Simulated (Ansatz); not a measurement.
## Tungsten (hcp) across density functionals

All rows: Ansatz, plane waves with scalar-relativistic PAW, 420 eV (500 eV for the SCAN forms), relaxed under each functional, no dispersion correction, no zero-point motion. B₀ comes from uniform scaling at fixed shape; a dash is a value not given.

```
functional  V (Å³/atom)                                    cell  B₀ (GPa)     magnetic state  ΔE to bcc (meV/atom)
       PBE        16.53  a = 2.777 Å, c = 4.948 Å (c/a = 1.782)       280  spin not included                   503
    r²SCAN        16.31  a = 2.757 Å, c = 4.956 Å (c/a = 1.798)       294  spin not included                   574
    PBEsol        16.05  a = 2.753 Å, c = 4.892 Å (c/a = 1.777)       298  spin not included                   516
    revPBE        16.68  a = 2.785 Å, c = 4.967 Å (c/a = 1.783)       273  spin not included                   500
      RPBE        16.74  a = 2.788 Å, c = 4.974 Å (c/a = 1.784)       270  spin not included                   499
      BLYP        17.12  a = 2.804 Å, c = 5.031 Å (c/a = 1.795)       254  spin not included                   453
```

PBEsol gives the smallest volume and BLYP the largest.
